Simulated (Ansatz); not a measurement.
Free-standing chains of the atoms of Mg, named by their start (strip: triangular double chain, ladder: square double chain); atoms and period are relaxed, and energies count from relaxed bulk Mg (Fm-3m, not its usual structure, 23.12 Å³/atom, gap on the mesh 0.00 eV).

Method: Ansatz, DFT PBE, scalar-relativistic, plane waves, PAW.

Cutoff 420 eV, Gaussian smearing of 0.05 eV, energies at zero smearing, symmetry of each start kept, collinear spin where a moment is listed.

| start | atoms | k mesh | excess energy (eV per host atom) | period (Å) | gap on the mesh (eV) | size of the moment (μB per cell) | highest filled level or Fermi level under vacuum (eV) |
| --- | --- | --- | --- | --- | --- | --- | --- |
| linear chain | 1 | 1×1×22 | 1.224 | 3.077 | 0.24 | 0.00 | - |
| dimerised chain | 2 | 1×1×11 | 1.224 | 6.154 | 0.24 | 0.00 | - |
| zigzag chain | 2 | 1×1×13 | 1.227 | 6.154 | 0.20 | 0.00 | - |
| ladder chain | 4 | 1×1×11 | 1.068 | 5.915 | 0 | 0.91 | 3.20 |
| strip chain | 2 | 1×1×21 | 0.977 | 3.040 | 0 | 0.36 | - |

An odd mesh misses points on the zone edge, so a gap read on it can be too wide.

Gaps under about 0.2 eV rest on few k points and may close between them. Each run keeps its start's symmetry and one magnetic start, so lower states can exist. Rows stand on unlike meshes and boxes, so starts that end alike can differ by a few hundredths of an eV per atom.

Cost: 5 runs of about 12 core-minutes in all, on Intel Xeon Platinum 8259CL (Skylake/Cascade Lake) (shared hosts).